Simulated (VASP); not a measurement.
Here is a VASP 6.6.1 calculation.

Contents of INCAR:

```
PREC = Accurate
ENCUT = 520
EDIFF = 1E-6
ISMEAR = 0
SIGMA = 0.02
LREAL = F
LASPH = T
NELM = 100
ALGO = Fast
ISIF = 2
LWAVE = F
LCHARG = F
ISPIN = 2
MAGMOM = 2 0
LORBIT = 11
LMAXMIX = 4
GGA = PS
LOPTICS = T
NBANDS = 40
NEDOS = 1000
CSHIFT = 0.1
```

Contents of KPOINTS:

```
regular mesh
0
Gamma
  11 11 10
```

POSCAR

```
CoO
1.0
    2.8284500000      0.0000000000      0.0000000000
   -1.4142300000      2.4495100000      0.0000000000
    0.0000000000      0.0000000000      2.7217200000
Co O
1 1
Direct
    0.0000000000      0.0000000000      0.5000000000
    0.6666700000      0.3333300000      0.0000000000
```

Potentials or basis: VASP PAW PBE potentials, release 64 (Co, O).

Run with:

```console
$ cat potpaw_PBE.64/Co/POTCAR potpaw_PBE.64/O/POTCAR > POTCAR
$ mpirun -np 1 vasp_std > vasp.out
```

Q: What does it give for the site moments?

A: Co +2.53; O +0.42 μB.

Q: Estimate the net moment.

A: 3.00 μB per cell.

Dielectric function (mean over the directions given):
```tsv
energy (eV)	real part	imaginary part
0.35	13.47	50.99
1.29	10.40	12.22
2.34	-2.42	4.32
3.39	3.92	1.28
4.45	3.26	5.44
5.38	1.78	3.38
6.44	1.54	5.67
7.49	0.48	3.22
8.54	0.04	1.96
9.60	1.27	1.22
10.53	1.45	2.66
11.59	1.58	1.37
12.64	0.91	2.79
13.69	0.96	1.83
14.75	1.46	2.24
15.68	0.65	1.62
16.74	0.62	1.67
17.79	0.53	1.93
18.84	0.54	2.54
19.90	-0.33	1.67
```

Caveat: spectra need much finer meshes, so this one isn't converged; independent-particle spectra lack excitons; the intraband (Drude) part of a metal's response may be missing; a cell with one magnetic atom can't hold antiferromagnetic order, which such compounds often take.
